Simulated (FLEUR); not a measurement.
# BaTiO3 (Pm-3m) in FLEUR: notebook

The runs below take BaTiO3 through single point, with PBEsol.

Program: FLEUR MaX-R8.1 (later development tree). These are calculated values, not measurements. Logs are shortened: lines on timing, memory, paths and dates and some standing lists are left out, and cuts for length are marked.

### 1 The structure

It takes space group Pm-3m (No. 221, cubic). Conventional cell: a = 4.006 Å, b = 4.006 Å, c = 4.006 Å, α = 90.00°, β = 90.00°, γ = 90.00°. Around Ba (site symmetry m-3m) lie 12 O at 2.83 Å. Around Ti (site symmetry m-3m) lie 6 O at 2.00 Å. O (site symmetry 4/mmm) has 2 Ti at 2.00 Å as nearest neighbours.

### 2 Single point, PBEsol

Input file inp.xml:

```xml
<?xml version="1.0" encoding="UTF-8" standalone="no"?>
<fleurInput fleurInputVersion="0.39">
   <comment>
      BaTiO3                                                                                              
   </comment>
   <calculationSetup>
      <cutoffs Kmax="5.08" Gmax="15.7" GmaxXC="15.7" numbands="0"/>
      <scfLoop itmax="60" minDistance="0.00001" maxIterBroyd="15" imix="Anderson" alpha="0.05" precondParam="0.0" spinf="2.0" sdNocoIR="T"/>
      <coreElectrons ctail="T" frcor="F" kcrel="0" coretail_lmax="0"/>
      <xcFunctional name="PBEs" relativisticCorrections="F"/>
      <magnetism jspins="1"/>
      <soc l_soc="F" theta="0.0" phi="0.0" spav="F"/>
      <expertModes spex="0" secvar="F"/>
      <geometryOptimization l_f="T" forcealpha="1.0" forcemix="BFGS" epsdisp="0.0005" epsforce="0.0002"/>
      <ldaU l_linMix="F" mixParam="0.05" spinf="1.0"/>
   </calculationSetup>
   <cell>
      <bzIntegration valenceElectrons="50.0" mode="hist" fermiSmearingEnergy="0.00183747">
         <kPointListSelection listName="default-1"/>
         <!-- k-points included here -->
         <xi:include xmlns:xi="http://www.w3.org/2001/XInclude" href="kpts.xml"> </xi:include>
      </bzIntegration>
      <!-- symmetry operations included here -->
      <xi:include xmlns:xi="http://www.w3.org/2001/XInclude" href="sym.xml"> </xi:include>
      <bulkLattice scale="1.0">
         <bravaisMatrix>
            <row-1>    7.5702428551476002     0.0000000000000000     0.0000000000000000</row-1>
            <row-2>    0.0000000000000000     7.5702428551476002     0.0000000000000000</row-2>
            <row-3>    0.0000000000000000     0.0000000000000000     7.5702428551476002</row-3>
         </bravaisMatrix>
      </bulkLattice>
   </cell>
   <atomSpecies>
[... 30 lines left out ...]
      </species>
      <species name="Oxygen (O)" element="O" atomicNumber="8">
         <mtSphere radius="1.47" gridPoints="503" logIncrement="0.021"/>
         <atomicCutoffs lmax="8" lnonsphr="8"/>
         <electronConfig flipSpins="F">
            <coreConfig>(1s1/2)</coreConfig>
            <valenceConfig>(2s1/2) (2p1/2) (2p3/2)</valenceConfig>
            <stateOccupation state="(2p1/2)" spinUp="0.666667" spinDown="0.666667"/>
            <stateOccupation state="(2p3/2)" spinUp="1.333333" spinDown="1.333333"/>
         </electronConfig>
         <energyParameters s="2" p="2" d="3" f="4"/>
         <lo type="SCLO" l="0" n="2" eDeriv="2"/>
         <lo type="SCLO" l="1" n="2" eDeriv="2"/>
         <lo type="SCLO" l="2" n="3" eDeriv="2"/>
      </species>
   </atomSpecies>
   <atomGroups>
      <atomGroup species="Barium (Ba)">
         <relPos label="                   1">1.000/2.000 1.000/2.000 1.000/2.000</relPos>
         <force calculate="T" relaxXYZ="TTT"/>
      </atomGroup>
      <atomGroup species="Titanium (Ti)">
         <relPos label="                   2">.0000000000 .0000000000 .0000000000</relPos>
         <force calculate="T" relaxXYZ="TTT"/>
      </atomGroup>
      <atomGroup species="Oxygen (O)">
         <relPos label="                   3">.0000000000 .0000000000 1.000/2.000</relPos>
         <relPos label="                   4">.0000000000 1.000/2.000 .0000000000</relPos>
         <relPos label="                   5">1.000/2.000 .0000000000 .0000000000</relPos>
         <force calculate="T" relaxXYZ="TTT"/>
      </atomGroup>
   </atomGroups>
   <output dos="F" band="F" slice="F">
      <checks vchk="F" cdinf="F"/>
      <bandDOS minEnergy="-.5*Htr" maxEnergy="0.5*Htr" sigma="0.015" storeEVData="T"/>
      <vacuumDOS vacdos="F" integ="F" star="F" nstars="0" locx1="0.0" locy1="0.0" locx2="0.0" locy2="0.0" nstm="0" tworkf="0.0"/>
      <unfoldingBand unfoldBand="F" supercellX="1" supercellY="1" supercellZ="1"/>
      <plotting iplot="0" polar="F">
         <plot TwoD="T" vec1="  1.0  0.0  0.0" vec2="  0.0  1.0  0.0" vec3="  0.0  0.0  1.0" zero="  0.0  0.0  0.0" file="plot"/>
      </plotting>
      <chargeDensitySlicing numkpt="0" minEigenval="0.0" maxEigenval="0.0" nnne="0" pallst="F"/>
      <specialOutput eonly="F"/>
      <moessbauerParams electricFieldGradient="T" isomerShift="T" coreHyperfine="T" valenceHyperfine="T"/>
      <magneticCircularDichroism mcd="F" energyLo="-10.0" energyUp="0.0"/>
   </output>
  <!-- We include the file relax.xml here to enable relaxations (see documentation) -->
  <xi:include xmlns:xi="http://www.w3.org/2001/XInclude" href="relax.xml"> <xi:fallback/> </xi:include>
</fleurInput>
```

Input file crystal.txt:

```
BaTiO3
&input cartesian=F /
4.0060000000  0.0000000000  0.0000000000
0.0000000000  4.0060000000  0.0000000000
0.0000000000  0.0000000000  4.0060000000
1.8897261246
1.0 1.0 1.0

5
56 0.5000000000  0.5000000000  0.5000000000
22 0.0000000000  0.0000000000  0.0000000000
8 0.0000000000  0.0000000000  0.5000000000
8 0.0000000000  0.5000000000  0.0000000000
8 0.5000000000  0.0000000000  0.0000000000

&kpt div1=7 div2=7 div3=7 gamma=T /
```

Potentials or basis: all-electron, FLAPW.

Command:

```
$ inpgen -f crystal.txt -profile fastHighL
$ # inp.xml edited to the form shown
$ mpirun -n 4 fleur_MPI -pe_per_kpt 1
```

Output:

```text
Welcome to FLEUR        (www.flapw.de)
      MaX-Release 8.1          (www.max-centre.eu)

 ========== k-point set info ==========
 Selected k-point list: default-1
 k-point list type: mesh
 7 x 7 x 7
 Number of k points: 20

 ------------Calculation Setup---------------------------
 Number of MPI-tasks      :            4
 Number of PE/node        :            4
 Number of OMP-threads    :            1
 Using exactly            1  PE per kpt
 Using exactly            1  PE per kpt
 Using exactly            1  PE per kpt
 Using exactly            1  PE per kpt
 k-points in parallel     :            4
 pe's per k-point         :            1
 No of k-point loops      :            5
 Eigenvalue solver        :       lapack
 Number of basis functions:         1184
 Approximate size of matrices (H+S) per k-point:         0.021 GB
 --------------------------------------------------------
 Iteration:     1   Distance:      27.44402177 me/bohr^3
 Iteration:     2   Distance:      22.73566385 me/bohr^3
 Iteration:     3   Distance:       8.06213385 me/bohr^3
 Iteration:     4   Distance:       7.68825555 me/bohr^3
 Iteration:     5   Distance:       4.47397912 me/bohr^3
 Iteration:     6   Distance:       2.00786444 me/bohr^3
 Iteration:     7   Distance:       0.85635003 me/bohr^3
 Iteration:     8   Distance:       0.51762683 me/bohr^3
 Iteration:     9   Distance:       0.08755652 me/bohr^3
 Iteration:    10   Distance:       0.03859331 me/bohr^3
 Iteration:    11   Distance:       0.03448683 me/bohr^3
 Iteration:    12   Distance:       0.02138588 me/bohr^3
 Iteration:    13   Distance:       0.01158216 me/bohr^3
 Iteration:    14   Distance:       0.00062984 me/bohr^3
 Iteration:    15   Distance:       0.00046692 me/bohr^3
 Iteration:    16   Distance:       0.00042367 me/bohr^3
 Iteration:    17   Distance:       0.00014981 me/bohr^3
 Iteration:    18   Distance:       0.00007530 me/bohr^3
 Iteration:    19   Distance:       0.00002006 me/bohr^3
 Iteration:    20   Distance:       0.00000587 me/bohr^3

 ********************************************************************
 Run finished successfully
 Stop message:
   Structural relaxation: Done
 ********************************************************************
```

Run time: 88 s. Hardware: 4 MPI ranks of Arm Neoverse V1, shared host.

What came out:

```
Free energy                                           : -250738.1060 eV
Band gap on the k mesh                                : 1.82 eV, indirect (least direct gap 1.86 eV)
Valence electrons inside the program's atomic spheres : Ba 17.49; Ti 9.21; O 4.72 (radii Ba 2.66, Ti 1.93, O 1.47 bohr)
```

Core levels (eV from the Fermi level):
```
atom                                                                                                                                                                          levels
1 Ba  1s1/2 -37203.2, 2s1/2 -5870.5, 2p1/2 -5529.9, 2p3/2 -5148.4, 3s1/2 -1231.5, 3p1/2 -1088.5, 3p3/2 -1014.8, 4s1/2 -233.7, 3d3/2 -763.7, 3d5/2 -748.0, 4p1/2 -181.8, 4p3/2 -166.4
2 Ti                                                                                                                         1s1/2 -4856.0, 2s1/2 -530.6, 2p1/2 -442.1, 2p3/2 -436.3
 3 O                                                                                                                                                                    1s1/2 -502.1
 4 O                                                                                                                                                                    1s1/2 -502.1
 5 O                                                                                                                                                                    1s1/2 -502.1
```

Caveat: spin-orbit coupling is left out, which moves the levels of the heavy elements; an odd mesh through Γ misses points on the zone boundary, where band edges often lie.

### 3 Single point, PBEsol (atoms moved at random, drawn with an rms of 0.05 Å)

Changes to inp.xml since step 2:

```diff
@@ -49,3 +49,3 @@
       <species name="Titanium (Ti)" element="Ti" atomicNumber="22">
-         <mtSphere radius="1.93" gridPoints="659" logIncrement="0.018"/>
+         <mtSphere radius="1.93" gridPoints="651" logIncrement="0.018"/>
          <atomicCutoffs lmax="8" lnonsphr="8"/>
@@ -65,3 +65,3 @@
       <species name="Oxygen (O)" element="O" atomicNumber="8">
-         <mtSphere radius="1.47" gridPoints="503" logIncrement="0.021"/>
+         <mtSphere radius="1.47" gridPoints="499" logIncrement="0.021"/>
          <atomicCutoffs lmax="8" lnonsphr="8"/>
@@ -81,3 +81,3 @@
       <atomGroup species="Barium (Ba)">
-         <relPos label="                   1">1.000/2.000 1.000/2.000 1.000/2.000</relPos>
+         <relPos label="                   1">.4995820000 .4932190000 -.4937220000</relPos>
          <force calculate="T" relaxXYZ="TTT"/>
@@ -85,3 +85,3 @@
       <atomGroup species="Titanium (Ti)">
-         <relPos label="                   2">.0000000000 .0000000000 .0000000000</relPos>
+         <relPos label="                   2">.0000700000 -.0020440000 -.0109340000</relPos>
          <force calculate="T" relaxXYZ="TTT"/>
@@ -89,5 +89,11 @@
       <atomGroup species="Oxygen (O)">
-         <relPos label="                   3">.0000000000 .0000000000 1.000/2.000</relPos>
-         <relPos label="                   4">.0000000000 1.000/2.000 .0000000000</relPos>
-         <relPos label="                   5">1.000/2.000 .0000000000 .0000000000</relPos>
+         <relPos label="                   3">.0033810000 .0076360000 .4931720000</relPos>
+         <force calculate="T" relaxXYZ="TTT"/>
+      </atomGroup>
+      <atomGroup species="Oxygen (O)">
+         <relPos label="                   4">.0002570000 .4939700000 .0067890000</relPos>
+         <force calculate="T" relaxXYZ="TTT"/>
+      </atomGroup>
+      <atomGroup species="Oxygen (O)">
+         <relPos label="                   5">-.4973780000 -.0065370000 .0085460000</relPos>
          <force calculate="T" relaxXYZ="TTT"/>
```

Input file crystal.txt:

```
BaTiO3
&input cartesian=F /
4.0060000000  0.0000000000  0.0000000000
0.0000000000  4.0060000000  0.0000000000
0.0000000000  0.0000000000  4.0060000000
1.8897261246
1.0 1.0 1.0

5
56 0.4995820000  0.4932190000  0.5062780000
22 0.0000700000  -0.0020440000  -0.0109340000
8 0.0033810000  0.0076360000  0.4931720000
8 0.0002570000  0.4939700000  0.0067890000
8 0.5026220000  -0.0065370000  0.0085460000

&kpt div1=7 div2=7 div3=7 gamma=T /
```

Potentials or basis: all-electron, FLAPW.

Command:

```
$ inpgen -f crystal.txt -profile fastHighL
$ # inp.xml edited to the form shown
$ mpirun -n 4 fleur_MPI -pe_per_kpt 1
```

Output:

```text
Welcome to FLEUR        (www.flapw.de)
      MaX-Release 8.1          (www.max-centre.eu)

 ========== k-point set info ==========
 Selected k-point list: default-1
 k-point list type: mesh
 7 x 7 x 7
 Number of k points: 172

 ------------Calculation Setup---------------------------
 Number of MPI-tasks      :            4
 Number of PE/node        :            4
 Number of OMP-threads    :            1
 Using exactly            1  PE per kpt
 Using exactly            1  PE per kpt
 Using exactly            1  PE per kpt
 k-points in parallel     :            4
 pe's per k-point         :            1
 No of k-point loops      :           43
 Using exactly            1  PE per kpt
 Eigenvalue solver        :       lapack
 Number of basis functions:         1184
 Approximate size of matrices (H+S) per k-point:         0.042 GB
 --------------------------------------------------------
 Iteration:     1   Distance:      27.45476735 me/bohr^3
 Iteration:     2   Distance:      22.73939870 me/bohr^3
 Iteration:     3   Distance:       8.08649973 me/bohr^3
 Iteration:     4   Distance:       7.70659448 me/bohr^3
 Iteration:     5   Distance:       4.52688473 me/bohr^3
 Iteration:     6   Distance:       2.05092320 me/bohr^3
 Iteration:     7   Distance:       0.85579664 me/bohr^3
 Iteration:     8   Distance:       0.52239526 me/bohr^3
 Iteration:     9   Distance:       0.10717176 me/bohr^3
 Iteration:    10   Distance:       0.04157850 me/bohr^3
 Iteration:    11   Distance:       0.04613503 me/bohr^3
 Iteration:    12   Distance:       0.01808344 me/bohr^3
 Iteration:    13   Distance:       0.00871296 me/bohr^3
 Iteration:    14   Distance:       0.01170061 me/bohr^3
 Iteration:    15   Distance:       0.00127991 me/bohr^3
 Iteration:    16   Distance:       0.00105904 me/bohr^3
 Iteration:    17   Distance:       0.00059711 me/bohr^3
 Iteration:    18   Distance:       0.00024146 me/bohr^3
 Iteration:    19   Distance:       0.00006835 me/bohr^3
 Iteration:    20   Distance:       0.00003598 me/bohr^3
 Iteration:    21   Distance:       0.00005899 me/bohr^3
 Iteration:    22   Distance:       0.00001225 me/bohr^3
 Iteration:    23   Distance:       0.00000158 me/bohr^3

 Reset of history

 ********************************************************************
 Run finished successfully
 Stop message:
   Structural relaxation: new displacements generated
 ********************************************************************
```

out.xml (last iteration):

```text
<iteration numberForCurrentRun="   24" overallNumber="   24">
         <energyParameters units="Htr">
            <atomicEP atomType="1" spin="1" branch="6s" branchLowest="-0.37" branchHighest="3.32" value="0.3958589579"/>
[... 207 lines left out ...]
            <forceTotal atomType="3" x="0.025595" y="0.057806" z="3.733432" F_x="-0.00047498" F_y="-0.00521906" F_z="0.01331299"/>
            <forceTotal atomType="4" x="0.001946" y="3.739473" z="0.051394" F_x="0.00064392" F_y="0.00260131" F_z="-0.00591113"/>
            <forceTotal atomType="5" x="-3.765272" y="-0.049487" z="0.064695" F_x="0.00032715" F_y="-0.00020809" F_z="-0.00651556"/>
         </totalForcesOnRepresentativeAtoms>
      </iteration>
```

It took 33 min on 4 MPI ranks of Arm Neoverse V1, shared host.

Results:

```
Free energy                                           : -250738.0707 eV
Largest force                                         : 0.736 eV/Å
Band gap on the k mesh                                : 1.82 eV, indirect (least direct gap 1.87 eV)
Valence electrons inside the program's atomic spheres : Ba 17.49; Ti 9.21; O 4.72 (radii Ba 2.66, Ti 1.93, O 1.47 bohr)
```

Forces on the atoms (eV/Å):
```
Ba   0.032  0.094 -0.288
Ti  -0.057  0.053  0.243
O   -0.024 -0.268  0.685
O    0.033  0.134 -0.304
O    0.017 -0.011 -0.335
```

Core levels (eV from the Fermi level):
```
atom                                                                                                                                                                          levels
1 Ba  1s1/2 -37203.2, 2s1/2 -5870.5, 2p1/2 -5529.9, 2p3/2 -5148.4, 3s1/2 -1231.5, 3p1/2 -1088.5, 3p3/2 -1014.8, 4s1/2 -233.7, 3d3/2 -763.7, 3d5/2 -748.0, 4p1/2 -181.8, 4p3/2 -166.4
2 Ti                                                                                                                         1s1/2 -4856.0, 2s1/2 -530.6, 2p1/2 -442.1, 2p3/2 -436.3
 3 O                                                                                                                                                                    1s1/2 -502.1
 4 O                                                                                                                                                                    1s1/2 -502.1
 5 O                                                                                                                                                                    1s1/2 -502.1
```

Caveat: spin-orbit coupling is left out, which moves the levels of the heavy elements; an odd mesh through Γ misses points on the zone boundary, where band edges often lie.
